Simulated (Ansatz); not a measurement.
# BiTe: the cost of one run

Method: DFT PBE, scalar-relativistic, plane waves, PAW, in Ansatz 0.2.0.

2 further runs of the same task are left out: 2 set aside as unsound or not needed.

### 1 Starting point

Symmetry: Fm-3m, No. 225, cubic system. Conventional cell: a = 6.502 Å, b = 6.502 Å, c = 6.502 Å, α = 90.00°, β = 90.00°, γ = 90.00°. Around Bi (site symmetry m-3m) lie 6 Te at 3.25 Å. Around Te (site symmetry m-3m) lie 6 Bi at 3.25 Å.

Coordinates:

```xyz
2
Lattice="0.0000 3.2512 3.2512 3.2512 0.0000 3.2512 3.2512 3.2512 0.0000" Properties=species:S:1:pos:R:3 pbc="T T T"
Bi    0.0000    0.0000    0.0000
Te    3.2512    3.2512    3.2512
```

This cell was relaxed beforehand with the same method: volume 34.37 Å³/atom, gap on the mesh none (metal).

### 2 Zero of the scan

Contents of input.yaml:

```yaml
crystal:
  lattice:
    - [0.0, 3.2511941619, 3.2511941619]
    - [3.2511941619, 0.0, 3.2511941619]
    - [3.2511941619, 3.2511941619, 0.0]
  atoms:
    - { symbol: Bi, position: [0.0, 0.0, 0.0] }
    - { symbol: Te, position: [0.5, 0.5, 0.5] }
basis:
  ecutwfc: 420
kpoints:
  mp_grid: { grid: [18, 18, 18] }
hamiltonian:
  xc: pbe
scf:
  occupations: { method: gaussian, width: 0.15 }
output:
  forces: true
  stress: true
  eigenvalues: true
```

The run is started by

```sh
> ansatz run input.yaml --threads 1 --pin off --max-ram 2560MiB --backend cpu --events-out ev --progress --plain --runs-dir out
```

**Question.** How long does this run take on 1 thread of Intel Xeon 6975P-C (Granite Rapids), shared host, and how much memory does it need?

About 6.8 s, with a peak of 0.55 GiB.
